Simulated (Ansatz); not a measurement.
# GaN (F-43m) in Ansatz: a series of runs

The runs below take GaN through band structure, single point, equation of state, with RPBE, revPBE.

All numbers are computed with Ansatz 0.2.0; they aren't measurements. Logs are shortened: lines on timing, memory, paths and dates and some standing lists are left out, and cuts for length are marked.

**Experimental background.**

From a printed reference work, textbook, for a bulk crystal of GaN at 0 K: band gap 3.299 eV (direct).

The runs below are set against these values where they give the same quantity.

### Step 1. The structure

The structure is cubic, space group F-43m (No. 216). The conventional cell has a = 4.507 Å, b = 4.507 Å, c = 4.507 Å, α = 90.00°, β = 90.00°, γ = 90.00°. Ga (site symmetry -43m) has 4 N at 1.95 Å as nearest neighbours. N (site symmetry -43m) is surrounded by 4 Ga at 1.95 Å.

The cell is a database's computed one.

### Step 2. Band structure, RPBE

Input file input.yaml:

```yaml
crystal:
  lattice:
    - [0.0, 2.2535006075, 2.2535006075]
    - [2.2535006075, 0.0, 2.2535006075]
    - [2.2535006075, 2.2535006075, 0.0]
  atoms:
    - { symbol: Ga, position: [0.0, 0.0, 0.0] }
    - { symbol: "N", position: [0.25, 0.25, 0.25] }
hamiltonian:
  xc: rpbe
  pseudopotentials: { kind: paw }
kpoints:
  mp_grid: { grid: [10, 10, 10] }
  band_path:
    path:
      - [[0.0, 0.0, 0.0], [0.5, 0.0, 0.5], [0.5, 0.25, 0.75], [0.375, 0.375, 0.75], [0.0, 0.0, 0.0], [0.5, 0.5, 0.5], [0.625, 0.25, 0.625], [0.5, 0.25, 0.75], [0.5, 0.5, 0.5], [0.375, 0.375, 0.75]]
      - [[0.625, 0.25, 0.625], [0.5, 0.0, 0.5]]
    npoints: 14
scf:
  occupations: { method: fermi_dirac, width: 0.05 }
  n_extra_bands: 6
output:
  forces: true
  stress: true
  eigenvalues: true
  fatbands: false
  write_density: true
  write_potential: true
  elf: true
  volumetric_format: npy
```

Potentials or basis: Ansatz PAW.

Command:

```console
> ansatz run input.yaml --threads 2 --pin off --max-ram 5120MiB --backend cpu --events-out ev --progress --plain --runs-dir out
```

Output:

```text
Warning: RAYON_NUM_THREADS=2 ignored (pool sized by the plan → 2); use --threads N
scf.n_extra_bands = 6 over 9 filled bands (N_el = 18.0): the run solves 15 bands
Engine: ansatz 0.2.0, x86_64-unknown-linux-gnu
Pseudopotentials: kind: paw
Pseudopotential: Ga, paw, valence charge 13, recommended cutoff 420 eV (normal), Ga.paw.azcp
Pseudopotential: N, paw, valence charge 5, recommended cutoff 420 eV (normal), N.paw.azcp
Functional definition: RPBE
  parameter kappa = 0.804
  parameter beta = 0.06672455060314922
  exchange = rpbe_x(kappa = kappa, mu = beta*pi^2/3)
  correlation = pbe_c(beta = beta)
Crystal: 2 atoms, lattice volume = 22.888 Å³
Basis set: ecut = 420 eV, 459 PW (Γ), exchange–correlation on 48×48×48 points (8 copies of the dense FFT grid, shifted against one another)
Bands: 15, of which v1, the nominal top of the filled ones, is band 9 counted from 1 (8 counted from 0)
Symmetry: 24 space group operations
Space group: F-43m (ITA 216), of the structure as read, at distance tolerance 2.8e-5 Å
k-points: 47 of 1000 (time reversal used)
Non-local potential: Ga, projectors of the file, l = 0: 2, l = 1: 2, l = 2: 3, l = 3: 1
Non-local potential: N, projectors of the file, l = 0: 2, l = 1: 2, l = 2: 1
PAW form: soft (Blöchl's): semilocal exchange-correlation on the pseudo side does not see the compensation charge
PAW frozen core: Ga, regenerated for the run's functional, and the local potential with it (the file was generated under x = pbe(κ = 0.804, μ = 0.2195149727645171), c = pbe(β = 0.06672455060314922))
PAW frozen core: N, regenerated for the run's functional, and the local potential with it (the file was generated under x = pbe(κ = 0.804, μ = 0.2195149727645171), c = pbe(β = 0.06672455060314922))
PAW one-centre angular grid: Ga, 590 points (default); XC on 64 Gauss nodes
PAW one-centre angular grid: N, 110 points (default); XC on 64 Gauss nodes
Initial density: superposition of atomic densities (neutral atoms: chi_scale 0, normalization atom), corrected by the library's trained network
Initial wavefunctions: pseudopotential atomic-orbital guess
Functional: x = rpbe, c = pbe(β = 0.06672455060314922)
SCF iter   1: F=—  HF=-4174.914860 eV  |F-HF|=—  |Δ(HF+E_count)|=         —  Δρ=3.83e-3  dr2=1.80e-3  ethr=1.77e-3  ⟨swp⟩=5.0  Hψ=3507  notcnv=0  defer=12
preconditioner: auto → none  [insulator: Δε(μ)=1.771 eV  Ē_g=21.623 eV  σ=0.050 eV  W_gap=1.00  n_scr=8 (ndim 8)  ℏωp=32.9 eV  f_vac=0.001  D(μ)=0.00/eV (n_scr^D=0)  ε∞_Penn≈3.3]
SCF iter   2: F=—  HF=-4174.914404 eV  |F-HF|=—  |Δ(HF+E_count)|=   4.56e-4  Δρ=1.40e-3  dr2=4.28e-4  ethr=1.00e-5  ⟨swp⟩=2.1  Hψ=1526  notcnv=0  defer=48
SCF iter   3: F=—  HF=-4174.914360 eV  |F-HF|=—  |Δ(HF+E_count)|=   4.42e-5  Δρ=7.52e-4  dr2=8.29e-5  ethr=2.38e-6  ⟨swp⟩=3.0  Hψ=1131  notcnv=0  defer=48
SCF iter   4: F=—  HF=-4174.914373 eV  |F-HF|=—  |Δ(HF+E_count)|=   1.30e-5  Δρ=4.99e-5  dr2=3.73e-7  ethr=4.61e-7  ⟨swp⟩=2.8  Hψ=1104  notcnv=0  defer=48
iter 5 did not close the SCF: its close was put off for the readings that it lacked (scf_convergence_deferred on its scf_iter line)
SCF iter   5: F=-4174.914374 eV  HF=-4174.914374 eV  |F-HF|=2.39e-8  |Δ(HF+E_count)|=   8.05e-7  Δρ=7.95e-6  dr2=9.59e-9  ethr=2.07e-9  ⟨swp⟩=2.1  Hψ=1011  notcnv=0  defer=48
SCF iter   6: F=-4174.914374 eV  HF=-4174.914374 eV  |F-HF|=3.97e-10  |Δ(HF+E_count)|=   2.88e-8  Δρ=1.07e-6  dr2=1.45e-10  ethr=5.33e-11  ⟨swp⟩=7.1  Hψ=3911  notcnv=0
SCF 1 converged in 6 iterations: F = -4174.914374 eV  dr2 = 1.45e-10
NSCF: frozen V_eff on 142 k-points
SCF converged after 6 iterations
Free energy (F): -4174.914374 eV
Harris-Foulkes:  -4174.914374 eV  (|F-HF|=3.97e-10)
Internal energy: -4174.914374 eV  (E = F + TS)
E sigma→0 (E₀):  -4174.914374 eV
Fermi energy:    10.709099 eV
--- Per-component energies (eV) ---
  E_band       = -3.131194
  E_kinetic    = 247.238999
  E_local      = -1949.712920  (includes V_loc(G=0)·N_el)
  E_nonlocal   = 473.452271
  E_hartree    = 897.810244
  E_xc         = -129.076030
  E_vxc        = -134.111157  (∫ρ·V_xc dr)
  E_paw        = -2127.049767  (= ΣΔE_a)
  E_vpaw       = -435.618942  (= ΣTr[D̂ρ^β])
  E_aug_tail   = 0.000143  (compensation charges beyond the density's cutoff)
  E_ewald      = -1587.434954
  E_core_change = -0.142360  (= ΣΔE_core)
  E_smearing   = -0.000000  (= −TS)
  E_closure    = 0.000000  (closes the sum)
  Σ components = -4174.914374   (vs F -4174.914374, Δ=0.00e0)
--- Forces (eV/Å), atoms counted from 1 ---
  atom   1  Ga     0.00000000    -0.00000000    -0.00000000
  atom   2  N     -0.00000000     0.00000000     0.00000000
  max |Σ_I F_I| component: 2.78e-17 eV/Å
--- Stress (GPa, compression-positive) ---
        9.174433       0.000000      -0.000000
        0.000000       9.174433       0.000000
        0.000000       0.000000       9.174433
  P = ⅓ Tr σ = 9.1744 GPa (91.744 kbar)
--- Band table (eV; the first three rows and the last of 47) ---
  k-point 0: bands = ["-6.1833", "-3.6920", "-3.6920", "-3.6920", "-3.3752", "-3.3752", "9.7872", "9.7872", "9.7872", "11.5416", "20.1720", "20.1720", "20.1720", "27.5731", "28.6416"]
  k-point 1: bands = ["-6.0753", "-3.6785", "-3.6785", "-3.6521", "-3.3764", "-3.3764", "8.6922", "9.6818", "9.6818", "12.3999", "19.6823", "20.3350", "20.3350", "27.2878", "27.2878"]
  k-point 2: bands = ["-5.8046", "-3.6472", "-3.6472", "-3.4869", "-3.3752", "-3.3752", "6.8863", "9.4205", "9.4205", "13.4891", "18.9089", "20.5945", "20.5945", "26.3096", "26.5283"]
  k-point 46: bands = ["-5.1249", "-3.5508", "-3.5075", "-3.3779", "-3.3485", "-1.4737", "4.0729", "6.2186", "6.2494", "15.6716", "18.0666", "20.5695", "21.0996", "24.9111", "29.6291"]
```

bands.tsv:

```text
# k_distance	band_0	band_1	band_2	band_3	band_4	band_5	band_6	band_7	band_8	band_9	band_10	band_11	band_12	band_13	band_14
# fermi_ev = 10.709099
[... 156 lines left out ...]
8.808143	-15.835441	-14.309429	-14.109547	-14.104215	-14.012436	-12.408494	-6.978087	-3.848664	-3.566405	2.707870	5.991464	10.857873	12.985193	13.012840	21.007203
8.843349	-15.835413	-14.311631	-14.105638	-14.102465	-14.010819	-12.420232	-6.991939	-3.749336	-3.586507	2.616213	5.925335	10.876483	13.046376	13.064062	20.929655
8.878555	-15.835442	-14.313263	-14.102690	-14.101213	-14.009653	-12.428954	-7.001986	-3.674716	-3.600940	2.547193	5.877284	10.889796	13.092602	13.101312	20.871980
8.913761	-15.835462	-14.314245	-14.100852	-14.100462	-14.008945	-12.434319	-7.007960	-3.628351	-3.609625	2.504259	5.848261	10.897908	13.121438	13.123942	20.836438
8.948967	-15.835462	-14.314582	-14.100212	-14.100212	-14.008708	-12.436124	-7.009996	-3.612524	-3.612524	2.489689	5.838531	10.900709	13.131532	13.131532	20.824455
```

Run time: 1.7 s. Hardware: 2 threads of Intel Xeon Platinum 8375C at 2.90GHz (Ice Lake), shared host; peak memory 0.37 GiB.

What came out:

```
Free energy             : -4174.9144 eV
Pressure                : 9.2 GPa
Band gap on the k mesh  : 1.75 eV, direct
Band gap along the path : 1.75 eV, direct
```

Levels at the corners of the path, in eV from the valence-band top:
| point | band 5 | band 6 | band 7 | band 8 | band 9 | band 10 | band 11 | band 12 | band 13 | band 14 |
| --- | --- | --- | --- | --- | --- | --- | --- | --- | --- | --- |
| Γ | -13.16 | -13.16 | 0.00 | 0.00 | 0.00 | 1.75 | 10.38 | 10.38 | 10.38 | 17.79 |
| X | -13.09 | -11.51 | -6.09 | -2.69 | -2.69 | 3.41 | 6.76 | 11.82 | 14.05 | 14.05 |
| W | -13.15 | -11.23 | -5.66 | -3.67 | -3.61 | 6.28 | 8.47 | 10.33 | 11.23 | 15.34 |
| K | -13.12 | -11.35 | -5.83 | -4.23 | -2.16 | 5.06 | 7.94 | 11.18 | 12.91 | 13.67 |
| Γ | -13.16 | -13.16 | 0.00 | 0.00 | 0.00 | 1.75 | 10.38 | 10.38 | 10.38 | 17.79 |
| L | -13.12 | -11.93 | -7.00 | -0.96 | -0.96 | 4.71 | 8.80 | 10.43 | 10.43 | 15.75 |
| U | -13.12 | -11.35 | -5.83 | -4.23 | -2.16 | 5.06 | 7.94 | 11.18 | 12.91 | 13.67 |
| W | -13.15 | -11.23 | -5.66 | -3.67 | -3.61 | 6.28 | 8.47 | 10.33 | 11.23 | 15.34 |
| L | -13.12 | -11.93 | -7.00 | -0.96 | -0.96 | 4.71 | 8.80 | 10.43 | 10.43 | 15.75 |
| K | -13.12 | -11.35 | -5.83 | -4.23 | -2.16 | 5.06 | 7.94 | 11.18 | 12.91 | 13.67 |
| U | -13.12 | -11.35 | -5.83 | -4.23 | -2.16 | 5.06 | 7.94 | 11.18 | 12.91 | 13.67 |
| X | -13.09 | -11.51 | -6.09 | -2.69 | -2.69 | 3.41 | 6.76 | 11.82 | 14.05 | 14.05 |

Caveat: the pressure holds a Pulay correction of +0.5 GPa for the finite cutoff; the PAW data sets come from PBE, with cores solved anew for the run's functional, which leaves a small shift of forces and pressure.

### Step 3. Single point, revPBE, 10.76 Å³/atom (volume scaled by 0.94)

Input file input.yaml:

```yaml
crystal:
  lattice:
    - [0.0, 2.2074978911, 2.2074978911]
    - [2.2074978911, 0.0, 2.2074978911]
    - [2.2074978911, 2.2074978911, 0.0]
  atoms:
    - { symbol: Ga, position: [0.0, 0.0, 0.0] }
    - { symbol: "N", position: [0.25, 0.25, 0.25] }
hamiltonian:
  xc: revpbe
  pseudopotentials: { kind: paw }
kpoints:
  mp_grid: { grid: [10, 10, 10] }
scf:
  occupations: { method: fermi_dirac, width: 0.05 }
output:
  forces: true
  stress: true
  eigenvalues: true
```

Potentials or basis: Ansatz PAW.

Command:

```console
> ansatz run input.yaml --threads 2 --pin off --max-ram 5120MiB --backend cpu --events-out ev --progress --plain --runs-dir out
```

It took 0.75 s on 2 threads of Intel Xeon Platinum 8375C at 2.90GHz (Ice Lake), shared host; peak memory 0.36 GiB.

The run converged. Its results:

```yaml
Free_energy: -4172.7870 eV
Pressure: 22.0 GPa
Band_gap_on_the_k_mesh: 2.13 eV, direct
```

Caveat: the pressure holds a Pulay correction of +0.5 GPa for the finite cutoff; the PAW data sets come from PBE, with cores solved anew for the run's functional, which leaves a small shift of forces and pressure.

### Step 4. Single point, revPBE, 10.99 Å³/atom (volume scaled by 0.96)

Edit input.yaml of step 3 so:

```diff
@@ -2,5 +2,5 @@
   lattice:
-    - [0.0, 2.2074978911, 2.2074978911]
-    - [2.2074978911, 0.0, 2.2074978911]
-    - [2.2074978911, 2.2074978911, 0.0]
+    - [0.0, 2.2230441631, 2.2230441631]
+    - [2.2230441631, 0.0, 2.2230441631]
+    - [2.2230441631, 2.2230441631, 0.0]
   atoms:
```

Command:

```console
> ansatz run input.yaml --threads 2 --pin off --max-ram 5120MiB --backend cpu --events-out ev --progress --plain --runs-dir out
```

It took 0.74 s on 2 threads of Intel Xeon Platinum 8375C at 2.90GHz (Ice Lake), shared host; peak memory 0.36 GiB.

The run converged. Its results:

```yaml
Free_energy: -4172.8426 eV
Pressure: 16.9 GPa
Band_gap_on_the_k_mesh: 2.00 eV, direct
```

Caveat: the pressure holds a Pulay correction of +0.5 GPa for the finite cutoff; the PAW data sets come from PBE, with cores solved anew for the run's functional, which leaves a small shift of forces and pressure.

### Step 5. Single point, revPBE, 11.21 Å³/atom (volume scaled by 0.98)

Edit input.yaml of step 4 so:

```diff
@@ -2,5 +2,5 @@
   lattice:
-    - [0.0, 2.2230441631, 2.2230441631]
-    - [2.2230441631, 0.0, 2.2230441631]
-    - [2.2230441631, 2.2230441631, 0.0]
+    - [0.0, 2.2383759866, 2.2383759866]
+    - [2.2383759866, 0.0, 2.2383759866]
+    - [2.2383759866, 2.2383759866, 0.0]
   atoms:
@@ -19 +19,5 @@
   eigenvalues: true
+  write_density: true
+  write_potential: true
+  elf: true
+  volumetric_format: npy
```

Command:

```console
> ansatz run input.yaml --threads 2 --pin off --max-ram 5120MiB --backend cpu --events-out ev --progress --plain --runs-dir out
```

Wall time 0.9 s (2 threads of Intel Xeon Platinum 8375C at 2.90GHz (Ice Lake), shared host); peak memory 0.36 GiB.

Results (log left out):

```
Free energy            : -4172.8841 eV
Pressure               : 12.2 GPa
Band gap on the k mesh : 1.87 eV, direct
```

Caveat: the pressure holds a Pulay correction of +0.5 GPa for the finite cutoff; the PAW data sets come from PBE, with cores solved anew for the run's functional, which leaves a small shift of forces and pressure.

### Step 6. Single point, revPBE, 11.44 Å³/atom

Input file input.yaml:

```yaml
crystal:
  lattice:
    - [0.0, 2.2535006075, 2.2535006075]
    - [2.2535006075, 0.0, 2.2535006075]
    - [2.2535006075, 2.2535006075, 0.0]
  atoms:
    - { symbol: Ga, position: [0.0, 0.0, 0.0] }
    - { symbol: "N", position: [0.25, 0.25, 0.25] }
hamiltonian:
  xc: revpbe
  pseudopotentials: { kind: paw }
kpoints:
  mp_grid: { grid: [10, 10, 10] }
scf:
  occupations: { method: fermi_dirac, width: 0.05 }
output:
  forces: true
  stress: true
  eigenvalues: true
```

Potentials or basis: Ansatz PAW.

Command:

```console
> ansatz run input.yaml --threads 2 --pin off --max-ram 5120MiB --backend cpu --events-out ev --progress --plain --runs-dir out
```

It took 0.74 s on 2 threads of Intel Xeon Platinum 8375C at 2.90GHz (Ice Lake), shared host; peak memory 0.35 GiB.

The run converged. Its results:

```
Free energy            : -4172.9130 eV
Pressure               : 8.0 GPa
Band gap on the k mesh : 1.74 eV, direct
```

Caveat: the pressure holds a Pulay correction of +0.5 GPa for the finite cutoff; the PAW data sets come from PBE, with cores solved anew for the run's functional, which leaves a small shift of forces and pressure.

### Step 7. Single point, revPBE, 11.67 Å³/atom (volume scaled by 1.02)

Edit input.yaml of step 6 so:

```diff
@@ -2,5 +2,5 @@
   lattice:
-    - [0.0, 2.2535006075, 2.2535006075]
-    - [2.2535006075, 0.0, 2.2535006075]
-    - [2.2535006075, 2.2535006075, 0.0]
+    - [0.0, 2.2684248875, 2.2684248875]
+    - [2.2684248875, 0.0, 2.2684248875]
+    - [2.2684248875, 2.2684248875, 0.0]
   atoms:
```

Command:

```console
> ansatz run input.yaml --threads 2 --pin off --max-ram 5120MiB --backend cpu --events-out ev --progress --plain --runs-dir out
```

Run time: 0.79 s. Hardware: 2 threads of Intel Xeon Platinum 8375C at 2.90GHz (Ice Lake), shared host; peak memory 0.35 GiB.

The run converged. Its results:

* Free energy: -4172.9306 eV
* Pressure: 4.3 GPa
* Band gap on the k mesh: 1.62 eV, direct

Caveat: the pressure holds a Pulay correction of +0.5 GPa for the finite cutoff; the PAW data sets come from PBE, with cores solved anew for the run's functional, which leaves a small shift of forces and pressure.

### Step 8. Single point, revPBE, 11.90 Å³/atom (volume scaled by 1.04)

Edit input.yaml of step 7 so:

```diff
@@ -2,5 +2,5 @@
   lattice:
-    - [0.0, 2.2684248875, 2.2684248875]
-    - [2.2684248875, 0.0, 2.2684248875]
-    - [2.2684248875, 2.2684248875, 0.0]
+    - [0.0, 2.283155332, 2.283155332]
+    - [2.283155332, 0.0, 2.283155332]
+    - [2.283155332, 2.283155332, 0.0]
   atoms:
```

Command:

```console
> ansatz run input.yaml --threads 2 --pin off --max-ram 5120MiB --backend cpu --events-out ev --progress --plain --runs-dir out
```

It took 0.78 s on 2 threads of Intel Xeon Platinum 8375C at 2.90GHz (Ice Lake), shared host; peak memory 0.35 GiB.

The run converged. Its results:

| Quantity | Value |
| --- | --- |
| Free energy | -4172.9378 eV |
| Pressure | 0.9 GPa |
| Band gap on the k mesh | 1.49 eV, direct |

Caveat: the pressure holds a Pulay correction of +0.5 GPa for the finite cutoff; the PAW data sets come from PBE, with cores solved anew for the run's functional, which leaves a small shift of forces and pressure.

### Step 9. Single point, revPBE, 12.13 Å³/atom (volume scaled by 1.06)

Edit input.yaml of step 8 so:

```diff
@@ -2,5 +2,5 @@
   lattice:
-    - [0.0, 2.283155332, 2.283155332]
-    - [2.283155332, 0.0, 2.283155332]
-    - [2.283155332, 2.283155332, 0.0]
+    - [0.0, 2.2976981147, 2.2976981147]
+    - [2.2976981147, 0.0, 2.2976981147]
+    - [2.2976981147, 2.2976981147, 0.0]
   atoms:
```

Potentials or basis: Ansatz PAW.

Command:

```console
> ansatz run input.yaml --threads 2 --pin off --max-ram 5120MiB --backend cpu --events-out ev --progress --plain --runs-dir out
```

Wall time 0.77 s (2 threads of Intel Xeon Platinum 8375C at 2.90GHz (Ice Lake), shared host); peak memory 0.35 GiB.

It converged, with:

```yaml
Free_energy: -4172.9359 eV
Pressure: -2.2 GPa
Band_gap_on_the_k_mesh: 1.37 eV, direct
```

Caveat: the pressure holds a Pulay correction of +0.4 GPa for the finite cutoff; the PAW data sets come from PBE, with cores solved anew for the run's functional, which leaves a small shift of forces and pressure.

### Step 10. Equation of state, revPBE

Potentials or basis: Ansatz PAW.

No new run: the results of the series are fitted here.

Results:

```yaml
Equilibrium_volume: 11.97 Å³/atom
Bulk_modulus: 164 GPa
Pressure_derivative_of_the_bulk_modulus: 4.4
```

Energy against volume, from the lowest point:
| volume (Å³/atom) | energy (meV/atom) |
| --- | --- |
| 10.757 | 75.39 |
| 10.986 | 47.61 |
| 11.215 | 26.86 |
| 11.444 | 12.44 |
| 11.673 | 3.64 |
| 11.902 | 0.00 |
| 12.131 | 0.98 |

Caveat: the potentials were made for another functional, which shifts forces and pressure.

### Step 11. Against experiment

Step 2. Measured gap of GaN: 3.299 eV (direct; 0 K; a printed reference work, textbook). This calculation gives 1.75 eV (-1.54 eV). Spin-orbit coupling on Ga is left out. The value is that of RPBE, without temperature or zero-point motion. Semilocal functionals fall short of measured gaps as a rule. The cell is a database's relaxed one, not the measured one, which moves gaps too.
